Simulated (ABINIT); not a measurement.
# ZrB2 (P6/mmm) in ABINIT: notebook, part 2 of 2

ABINIT 10.8.3 (patched build).

## 3. Equation of state, LDA

run.abi reads:

```
# Datasets: one volume each
ndtset 7
getwfk -1
scalecart1 3*0.9795861087
scalecart2 3*0.9864848297
scalecart3 3*0.9932883884
scalecart4 3*1.0000000000
scalecart5 3*1.0066227096
scalecart6 3*1.0131594038
scalecart7 3*1.0196128224

# Pseudopotentials
pp_dirpath "./"
pseudos "Zr.hgh, B.hgh"

# Structure
acell 5.9904318151 5.9904318151 6.6764023983
rprim
     1.0000000000     0.0000000000     0.0000000000
    -0.5000000000     0.8660254038     0.0000000000
     0.0000000000     0.0000000000     1.0000000000
ntypat 2
znucl 40 5
natom 3
typat 1 2 2
xred
     0.0000000000     0.0000000000     0.0000000000
     0.6666666667     0.3333333333     0.5000000000
     0.3333333333     0.6666666667     0.5000000000

# Plane-wave basis
ecut 707.496042 eV

# k points
kptopt 1
ngkpt 10 10 8
nshiftk 1
shiftk 0.0 0.0 0.0

# Exchange and correlation
ixc 7

# Bands and occupations
nband 9
occopt 3
tsmear 0.00183747

# SCF cycle
nstep 100
tolvrs 1.0e-10

# Output
iomode 3
prtwf 1
prtden 0
prteig 0
prtebands 0
enunit 1
```

Potentials or basis: HGH LDA.

On the command line:

```bash
$ abinit run.abi > log 2>&1
```

run.abo:

```text
.Version 10.8.3 of ABINIT
 DATASET    1 : space group P6/m m m (#191); Bravais hP (primitive hexag.)
================================================================================
 Values of the parameters that define the memory need for DATASET  1.
     intxc =       0    ionmov =       0      iscf =       7    lmnmax =       7
     lnmax =       7     mgfft =      32  mpssoang =       3    mqgrid =    3001
     natom =       3  nloc_mem =       1    nspden =       1   nspinor =       1
    nsppol =       1      nsym =      24    n1xccc =       0    ntypat =       2
    occopt =       3   xclevel =       1
       mpw =        1252          nfft =       28800          nkpt =          70
================================================================================
================================================================================
[... 61 lines left out ...]
 DATASET    7 : space group P6/m m m (#191); Bravais hP (primitive hexag.)
================================================================================
[... 1260 lines left out ...]
                       7.5421366591E-30  4.3544546303E-30 -0.0000000000E+00
            fcart4    -7.4915167673E-30 -4.3252292221E-30 -0.0000000000E+00
[... 52 lines left out ...]
           xangst3     0.0000000000E+00  0.0000000000E+00  0.0000000000E+00
                       1.5743620946E+00  9.0895837911E-01  1.7546439369E+00
                      -1.6171895342E-17  1.8179167582E+00  1.7546439369E+00
           xangst4     0.0000000000E+00  0.0000000000E+00  0.0000000000E+00
                       1.5849999989E+00  9.1510017607E-01  1.7664999988E+00
                       2.0239315388E-17  1.8302003521E+00  1.7664999988E+00
           xangst5     0.0000000000E+00  0.0000000000E+00  0.0000000000E+00
                       1.5954969936E+00  9.2116061879E-01  1.7781990153E+00
                       5.6687029054E-17  1.8423212376E+00  1.7781990153E+00
           xangst6     0.0000000000E+00  0.0000000000E+00  0.0000000000E+00
                       1.6058576539E+00  9.2714234880E-01  1.7897460856E+00
                      -2.4330884223E-17  1.8542846976E+00  1.7897460856E+00
           xangst7     0.0000000000E+00  0.0000000000E+00  0.0000000000E+00
                       1.6160863224E+00  9.3304787330E-01  1.8011460495E+00
                      -2.6980641648E-17  1.8660957466E+00  1.8011460495E+00
             xred      0.0000000000E+00  0.0000000000E+00  0.0000000000E+00
                       6.6666666667E-01  3.3333333333E-01  5.0000000000E-01
                       3.3333333333E-01  6.6666666667E-01  5.0000000000E-01
 Calculation completed.
```

Wall time 1.8 min (1 thread of Arm Neoverse V1, shared host); peak memory 0.1 GiB.

Results:

- Equilibrium volume: 9.53 Å³/atom (rough: see the caveat)
- Bulk modulus at fixed shape and positions: 248 GPa (rough)

Energy against volume, from the lowest point:
| volume (Å³/atom) | energy (meV/atom) |
| --- | --- |
| 9.634 | 0.00 |
| 9.839 | 6.58 |
| 10.044 | 19.05 |
| 10.249 | 36.82 |
| 10.454 | 59.35 |
| 10.659 | 86.20 |
| 10.864 | 117.03 |

Caveat: the cutoff is too short for stress, so the log's stress isn't used; pressures at fixed basis lie under the slope of the energies; the minimum lies outside the volumes run; the cell was scaled at fixed shape and fractional positions, which overstates the stiffness of a crystal with free parameters, most of all of layers and chains; HGH potentials are hard and often keep d shells in the core, so these values are rough.

## 4. Band structure, PBE

run.abi reads:

```
# Datasets: ground state, then fixed potential
ndtset 2

# Pseudopotentials
pp_dirpath "./"
pseudos "Zr.upf, B.upf"

# Structure
acell 3.17 3.17 3.533 Angstrom
rprim
     1.0000000000     0.0000000000     0.0000000000
    -0.5000000000     0.8660254038     0.0000000000
     0.0000000000     0.0000000000     1.0000000000
ntypat 2
znucl 40 5
natom 3
typat 1 2 2
xred
     0.0000000000     0.0000000000     0.0000000000
     0.6666666667     0.3333333333     0.5000000000
     0.3333333333     0.6666666667     0.5000000000

# Plane-wave basis
ecut 38.0

# Exchange and correlation
ixc 11

# Bands and occupations
occopt 3
tsmear 0.00183747

# SCF cycle
nstep 100

# Output
iomode 3
prtwf 0
prteig 0
prtebands 0
enunit 1
prtden1 1
prtvha1 1
prtvclmb1 1
prtpot1 1
prtelf1 1

# Dataset 1
kptopt1 1
ngkpt1 10 10 8
nshiftk1 1
shiftk1 0.0 0.0 0.0
nband1 13
tolvrs1 1.0e-10

# Dataset 2: bands along G-M-K-G-A-L-H-A
iscf2 -2
getden2 1
nband2 19
nbdbuf2 4
tolwfr2 1.0e-11
kptopt2 -7
ndivsm2 5
prteig2 1
prtvol2 -3
kptbounds2
     0.0000000000     0.0000000000     0.0000000000
     0.5000000000     0.0000000000     0.0000000000
     0.3333333333     0.3333333333     0.0000000000
     0.0000000000     0.0000000000     0.0000000000
     0.0000000000     0.0000000000     0.5000000000
     0.5000000000     0.0000000000     0.5000000000
     0.3333333333     0.3333333333     0.5000000000
     0.0000000000     0.0000000000     0.5000000000
```

Potentials or basis: PseudoDojo NC SR PBE v0.5 standard.

On the command line:

```bash
$ abinit run.abi > log 2>&1
```

It took 88 s on 1 thread of Arm Neoverse V1, shared host; peak memory 0.11 GiB.

It converged, with:

| Item | Value |
| --- | --- |
| Free energy | -1540.5635 eV |
| Pressure | 0.8 GPa |
| Band gap on the k mesh | none (metal or under the smearing width) |
| Valence electrons inside the program's atomic spheres | Zr 8.44; B 2.65 |

Stress tensor (GPa, compression positive):
```
0.33 0.00 0.00
0.00 0.33 0.00
0.00 0.00 1.61
```

Levels at the corners of the path, in eV from the Fermi level:
```tsv
point	band 6	band 7	band 8	band 9	band 10	band 11	band 12	band 13
Γ	-2.55	-2.55	-2.50	-2.27	3.48	3.48	4.25	4.25
M	-8.43	-3.82	-2.98	-2.60	2.33	2.39	5.00	5.07
K	-7.70	-6.83	-2.37	-2.37	1.65	1.65	3.24	8.58
Γ	-2.55	-2.55	-2.50	-2.27	3.48	3.48	4.25	4.25
A	-6.88	-0.88	-0.88	0.42	0.42	0.86	0.86	1.91
L	-6.91	-4.53	-4.05	-1.93	3.82	4.20	5.37	6.31
H	-8.66	-4.85	-2.60	-2.60	4.17	6.10	6.10	6.64
A	-6.88	-0.88	-0.88	0.42	0.42	0.86	0.86	1.91
```
